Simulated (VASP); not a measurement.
**GaP (strained zincblende): a PBE single-point calculation in VASP**

INCAR

```
LASPH = .TRUE.
LCHARG = .FALSE.
NBANDS = 16
NELM = 120
PREC = Accurate
LWAVE = .FALSE.
ENCUT = 520
ISMEAR = -1
EDIFF = 1E-7
SIGMA = 0.02
IBRION = -1
ISIF = 2
LREAL = .FALSE.
GGA = PE
NSW = 0
```

KPOINTS

```
KPOINTS created by Atomic Simulation Environment
0
Gamma
8 8 8
0 0 0
```

KPOINTS_OPT

```
special points
6
Reciprocal
0.0000000000 0.0000000000 0.0000000000 1
-0.5000000000 -0.5000000000 0.0000000000 1
-0.3750000000 -0.3750000000 0.2500000000 1
-0.3750000000 0.0000000000 0.3750000000 1
0.0000000000 0.0000000000 0.5000000000 1
-0.5000000000 -0.2500000000 0.2500000000 1
```

POSCAR

```
Ga P
 1.0000000000000000
     0.0000000000000000    2.7253992946999999    2.8616692594000002
     2.7253992946999999    0.0000000000000000    2.8616692594000002
     2.7253992946999999    2.7253992946999999    0.0000000000000000
 Ga  P
   1   1
Cartesian
  0.0000000000000000  0.0000000000000000  0.0000000000000000
  1.3626996473499997  1.3626996473499997  1.4308346297000001
```

VASP ran with the recommended PBE PAW datasets (18 valence electrons in the cell).

Command

```
mpirun -np 1 vasp_std
```

OSZICAR

```
N       E                     dE             d eps       ncg     rms          rms(c)
DAV:   1     0.845269438972E+02    0.84527E+02   -0.90542E+03  1920   0.157E+03
DAV:   2    -0.265829720294E+01   -0.87185E+02   -0.83224E+02  2192   0.317E+02
DAV:   3    -0.924977712046E+01   -0.65915E+01   -0.65676E+01  2312   0.671E+01
DAV:   4    -0.936088898436E+01   -0.11111E+00   -0.11106E+00  2440   0.948E+00
DAV:   5    -0.936316003552E+01   -0.22711E-02   -0.22710E-02  2352   0.120E+00    0.402E+00
DAV:   6    -0.912866648697E+01    0.23449E+00   -0.37864E-01  2920   0.992E+00    0.263E+00
DAV:   7    -0.910523257503E+01    0.23434E-01   -0.86537E-02  2504   0.191E+00    0.107E+00
DAV:   8    -0.910555041502E+01   -0.31784E-03   -0.12552E-02  2240   0.133E+00    0.161E-01
DAV:   9    -0.910595558920E+01   -0.40517E-03   -0.12764E-03  2456   0.503E-01    0.831E-02
DAV:  10    -0.910603412226E+01   -0.78533E-04   -0.11051E-04  2840   0.104E-01    0.423E-02
DAV:  11    -0.910610893514E+01   -0.74813E-04   -0.10423E-04  2288   0.844E-02    0.511E-03
DAV:  12    -0.910610854962E+01    0.38552E-06   -0.29789E-06  2280   0.217E-02    0.260E-03
DAV:  13    -0.910610885599E+01   -0.30637E-06   -0.82207E-07  2544   0.737E-03    0.187E-03
DAV:  14    -0.910610889342E+01   -0.37433E-07   -0.30692E-08  1952   0.140E-03
   1 F= -.91061089E+01 E0= -.91061089E+01  d E =-.887818E-11
       N       E                     dE             ncg
DAV:   1     0.179245023580E+04   -0.35502E+04      208
DAV:   2     0.133497197947E+04   -0.45748E+03      232
DAV:   3     0.129922059730E+04   -0.35751E+02      256
DAV:   4     0.129872753382E+04   -0.49306E+00      232
DAV:   5     0.129871904693E+04   -0.84869E-02      256
DAV:   6     0.129871861551E+04   -0.43143E-03      288
DAV:   7     0.129871861402E+04   -0.14885E-05      264
DAV:   8     0.129871861400E+04   -0.17039E-07      192
```

From OUTCAR

```
k-points           NKPTS =     59   k-points in BZ     NKDIM =     59   number of bands    NBANDS=     16

   NELECT =      18.0000    total number of electrons

   dimension x,y,z NGX =    30 NGY =   30 NGZ =   30
   dimension x,y,z NGXF=    60 NGYF=   60 NGZF=   60

  energy-cutoff  :      520.00
  volume of cell :       42.51
      direct lattice vectors                 reciprocal lattice vectors
     0.000000000  2.725399295  2.861669259    -0.183459356  0.183459356  0.174723196
     2.725399295  0.000000000  2.861669259     0.183459356 -0.183459356  0.174723196
     2.725399295  2.725399295  0.000000000     0.183459356  0.183459356 -0.174723196

 k-points in reciprocal lattice and weights: KPOINTS created by Atomic Simulation Env
   0.00000000  0.00000000  0.00000000       0.002
   0.12500000 -0.00000000  0.00000000       0.016
   0.25000000 -0.00000000  0.00000000       0.016
   0.37500000 -0.00000000  0.00000000       0.016
   0.50000000 -0.00000000  0.00000000       0.008
   0.12500000  0.12500000  0.00000000       0.004
   0.25000000  0.12500000  0.00000000       0.016
   0.37500000  0.12500000  0.00000000       0.016
   ...

 E-fermi :   4.6556

 k-point     1 :       0.0000    0.0000    0.0000
  band No.  band energies     occupation
      1     -10.3235      2.00000
      2     -10.3083      2.00000
      3     -10.3083      2.00000
      4     -10.2330      2.00000
      5     -10.2245      2.00000
      6      -7.9633      2.00000
      7       3.9766      2.00000
      8       4.2613      2.00000
      9       4.2613      2.00000
     10       5.5710      0.00000
     11       8.0427      0.00000
     12       8.0427      0.00000
     13       8.1534      0.00000
     14      12.7403      0.00000
     15      13.4489      0.00000
     16      14.3201      0.00000

 k-point     2 :       0.1250   -0.0000    0.0000
  band No.  band energies     occupation
      1     -10.3272      2.00000
      2     -10.3113      2.00000
      3     -10.3045      2.00000
      4     -10.2334      2.00000
      5     -10.2240      2.00000
      6      -7.7737      2.00000
      7       2.5320      2.00000
      8       3.8481      2.00000
      9       4.0691      2.00000
     10       6.3296      0.00000
     11       8.3310      0.00000
     12       8.3800      0.00000
     13       8.6378      0.00000
     14      12.8980      0.00000
     15      13.6246      0.00000
     16      13.6774      0.00000

 k-point     3 :       0.2500   -0.0000    0.0000
  band No.  band energies     occupation
      1     -10.3487      2.00000
      2     -10.3053      2.00000
      3     -10.2963      2.00000
      4     -10.2334      2.00000
      5     -10.2216      2.00000
      6      -7.2371      2.00000
      7       0.3950      2.00000
      8       3.4007      2.00000
      9       3.7037      2.00000
     10       6.1246      0.00000
     11       8.8271      0.00000
     12       8.9445      0.00000
     13      10.2831      0.00000
     14      12.9377      0.00000
     15      13.2410      0.00000
     16      14.0565      0.00000

 k-point     4 :       0.3750   -0.0000    0.0000
  band No.  band energies     occupation
      1     -10.3707      2.00000
      2     -10.2989      2.00000
      3     -10.2901      2.00000
      4     -10.2313      2.00000
      5     -10.2172      2.00000
      6      -6.4961      2.00000
      7      -1.3891      2.00000
      8       3.0518      2.00000
      9       3.4206      2.00000
     10       5.7749      0.00000
     11       8.8474      0.00000
     12       9.1068      0.00000
     13      11.9855      0.00000
     14      13.6925      0.00000
     15      14.1616      0.00000
     16      14.4717      0.00000

 k-point     5 :       0.5000   -0.0000    0.0000
  band No.  band energies     occupation
      1     -10.3796      2.00000
      2     -10.2968      2.00000
      3     -10.2882      2.00000
      4     -10.2298      2.00000
      5     -10.2147      2.00000
      6      -6.0526      2.00000
      7      -2.1907      2.00000
      8       2.9252      2.00000
      9       3.3191      2.00000
     10       5.6437      0.00000
     11       8.7823      0.00000
     12       9.0742      0.00000
     13      12.3682      0.00000
     14      14.6595      0.00000
     15      15.5076      0.00000
     16      15.8200      0.00000

 k-point     6 :       0.1250    0.1250    0.0000
  band No.  band energies     occupation
      1     -10.3402      2.00000
      2     -10.3009      2.00000
      3     -10.3009      2.00000
      4     -10.2308      2.00000
      5     -10.2268      2.00000
      6      -7.7249      2.00000
      7       2.4064      2.00000
      8       3.6909      2.00000
      9       3.6910      2.00000
     10       6.9500      0.00000
     11       7.6581      0.00000
     12       8.9231      0.00000
     13       8.9231      0.00000
     14      11.8137      0.00000
     15      13.8769      0.00000
     16      14.5386      0.00000

 k-point     7 :       0.2500    0.1250    0.0000
  band No.  band energies     occupation
      1     -10.3562      2.00000
      2     -10.2964      2.00000
      3     -10.2924      2.00000
      4     -10.2290      2.00000
      5     -10.2281      2.00000
      6      -7.3144      2.00000
      7       0.8719      2.00000
      8       3.1057      2.00000
      9       3.2639      2.00000
     10       7.1099      0.00000
     11       8.0291      0.00000
     12       9.6642      0.00000
     13       9.6740      0.00000
     14      11.8243      0.00000
     15      14.3588      0.00000
     16      15.0543      0.00000

 k-point     8 :       0.3750    0.1250    0.0000
  band No.  band energies     occupation
      1     -10.3724      2.00000
      2     -10.2941      2.00000
      3     -10.2853      2.00000
      4     -10.2278      2.00000
      5     -10.2253      2.00000
      6      -6.6292      2.00000
      7      -0.8586      2.00000
      8       2.4379      2.00000
      9       3.0209      2.00000
     10       6.8729      0.00000
     11       8.4441      0.00000
     12       9.9237      0.00000
     13      10.6409      0.00000
     14      13.4365      0.00000
     15      14.8288      0.00000
     16      14.8832      0.00000

 k-point     9 :       0.5000    0.1250    0.0000
  band No.  band energies     occupation
      1     -10.3817      2.00000
      2     -10.2935      2.00000
      3     -10.2830      2.00000
      4     -10.2287      2.00000
      5     -10.2199      2.00000
      6      -5.9947      2.00000
      7      -2.0201      2.00000
      8       1.9826      2.00000
      9       3.0344      2.00000
     10       6.7094      0.00000
     11       8.5001      0.00000
     12       9.6998      0.00000
     13      12.2073      0.00000
     14      14.2545      0.00000
     15      15.5586      0.00000
     16      15.6319      0.00000

 k-point    10 :      -0.3750    0.1250    0.0000
  band No.  band energies     occupation
      1     -10.3778      2.00000
      2     -10.2949      2.00000
      3     -10.2849      2.00000
      4     -10.2330      2.00000
      5     -10.2170      2.00000
      6      -6.1226      2.00000
      7      -1.7756      2.00000
      8       1.8449      2.00000
      9       3.2888      2.00000
     10       6.7335      0.00000
     11       8.7473      0.00000
     12       9.4401      0.00000
     13      11.8655      0.00000
     14      13.7638      0.00000
     15      14.3541      0.00000
     16      16.5239      0.00000

 k-point    11 :      -0.2500    0.1250    0.0000
  band No.  band energies     occupation
      1     -10.3607      2.00000
      2     -10.2998      2.00000
      3     -10.2914      2.00000
      4     -10.2368      2.00000
      5     -10.2184      2.00000
      6      -6.8282      2.00000
      7      -0.3248      2.00000
      8       2.0736      2.00000
      9       3.6962      2.00000
     10       6.9337      0.00000
     11       8.9226      0.00000
     12       9.0983      0.00000
     13      10.3631      0.00000
     14      12.5257      0.00000
     15      14.5209      0.00000
     16      15.2503      0.00000

 k-point    12 :      -0.1250    0.1250    0.0000
  band No.  band energies     occupation
      1     -10.3372      2.00000
      2     -10.3092      2.00000
      3     -10.3001      2.00000
      4     -10.2364      2.00000
      5     -10.2213      2.00000
      6      -7.4546      2.00000
      7       1.4233      2.00000
      8       2.7709      2.00000
      9       4.0596      2.00000
     10       6.9582      0.00000
     11       8.2049      0.00000
     12       8.5388      0.00000
     13       9.7694      0.00000
     14      12.6095      0.00000
     15      13.6211      0.00000
     16      14.6751      0.00000

 ...

  Total       -0.0314860     -0.0314860     -1.0493696      0.0000000      0.0000000      0.0000000
  in kB       -1.1866393     -1.1866393    -39.5484387      0.0000000      0.0000000      0.0000000
  external PRESSURE =     -13.9739058 kB  Pullay stress =       0.0000000 kB

 POSITION                                       TOTAL-FORCE (eV/Angst)
 -----------------------------------------------------------------------------------
      0.00000      0.00000      0.00000        -0.000000     -0.000000     -0.000000
      1.36270      1.36270      1.43083         0.000000      0.000000      0.000000
 -----------------------------------------------------------------------------------
    total drift:                                0.000001      0.000001      0.000003

  FREE ENERGIE OF THE ION-ELECTRON SYSTEM (eV)
  ---------------------------------------------------
  free  energy   TOTEN  =        -9.1061088934 eV

  energy  without entropy=       -9.1061088934  energy(sigma->0) =       -9.10610889
```

```yaml
gap_between_bands_v_and_c: 1.31 eV
least_direct_gap: 1.31 eV
pressure: -1.4 GPa
```

Band v is the last that the valence electrons fill when counted band by band, and c is the next.

The run took about 49 s on one core of a shared host (Intel Xeon Platinum 8488C) and held 0.21 GiB at most.
